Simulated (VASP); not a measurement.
The system is Ga.

```
CELL_PARAMETERS angstrom
-2.81634 3.27521 2.55358
2.81634 -3.27521 2.55358
2.81634 3.27521 -2.55358
ATOMIC_POSITIONS crystal
Ga 0.54167 0.41667 0.12500
Ga 0.79167 0.41667 0.37500
Ga 0.20833 0.58333 0.62500
Ga 0.45833 0.58333 0.87500
```

The cell was built by a generator and needn't be a form met in nature.

The cell isn't the ideal one: random cell with space group Imma (No. 74).

* Program: VASP 6.6.1
* Task: relaxation of cell and atoms
* Functional: PBE
* Potentials or basis: VASP PAW PBE potentials, release 64 (Ga_d)
* Cutoff: 600 eV
* k mesh: 4 × 4 × 4
* Occupations: gaussian, width 0.1 eV
* Spin: no spin polarisation

At the start: pressure 81.9 GPa; volume 23.55 Å³/atom.

Task: Where does the relaxation end?

Result: Over 37 steps the energy falls by 5220.6 meV/atom and the volume is 22.35 Å³/atom (-5.1 %); space group Cmmm (No. 65, to 0.05 Å).

The path:
```
step  energy change (eV)  largest force (eV/Å)  pressure (GPa)  volume (Å³)
   1              0.0000               17.9376           81.88        94.22
   2            866.0827               62.7617           73.72       271.23
   3             50.6388               88.6566           87.92       139.70
   4             32.8706               81.7912           73.62       149.57
   5             57.6896               62.7128           24.85       208.99
   6             28.6454                6.7830          -47.45       296.12
   7             15.3303               11.9190          -36.02       275.49
   8              8.9629               25.4697          -13.99       243.84
   9              8.9684               27.7950          -10.66       239.84
  10             -3.6901               20.8219           -0.03       219.59
  11            -10.2998               15.5399            6.24       199.85
  12            -15.5341                7.9193            5.96       158.20
  13             -5.9254               10.9474           93.75        66.57
  14            -16.0573                6.2302            5.15       146.15
  15            -19.1782                3.3355            1.48       107.36
  16            -19.4128                2.9582            9.16        87.21
  17            -19.7040                2.9031            5.90        91.47
  18            -19.7839                2.9704            4.41        94.77
  19            -20.0087                2.4835            2.81        96.37
  20            -20.4192                1.3478           -0.76       101.19
  21            -20.4862                0.2091           -3.87       110.86
  22            -20.5451                0.5056           -3.24       107.32
  23            -20.5471                0.6682           -2.83       105.83
  24            -20.6096                0.5866           -2.60       104.23
  25            -20.7442                0.3578           -1.64        99.50
  26            -20.7869                0.2129            1.54        90.32
  27            -20.8060                0.2957           -0.17        93.79
  28            -20.8067                0.2862            0.15        93.18
  29            -20.8155                0.2517           -0.06        93.22
  30            -20.8357                0.1575           -0.58        93.36
  31            -20.8437                0.0602           -1.07        93.60
  32            -20.8468                0.0356           -0.94        93.51
  33            -20.8561                0.0260           -0.77        92.84
  34            -20.8718                0.0333           -0.34        91.23
  35            -20.8752                0.0751            0.62        88.03
  36            -20.8781                0.0605            0.21        89.26
  37            -20.8825                0.0388            0.01        89.38
```

Final structure:
```xyz
4
Lattice="-2.4695 2.7585 3.2803 2.4695 -2.7585 3.2803 2.4695 2.7585 -3.2803" Properties=species:S:1:pos:R:3 pbc="T T T"
Ga    0.0000    0.0055    1.9680
Ga    0.0000    2.7531    1.9680
Ga    2.4695    0.0055    1.3123
Ga    2.4695    2.7531    1.3123
```

Caveat: the k mesh is coarse (spacing up to 0.42 Å⁻¹), so the values aren't converged.
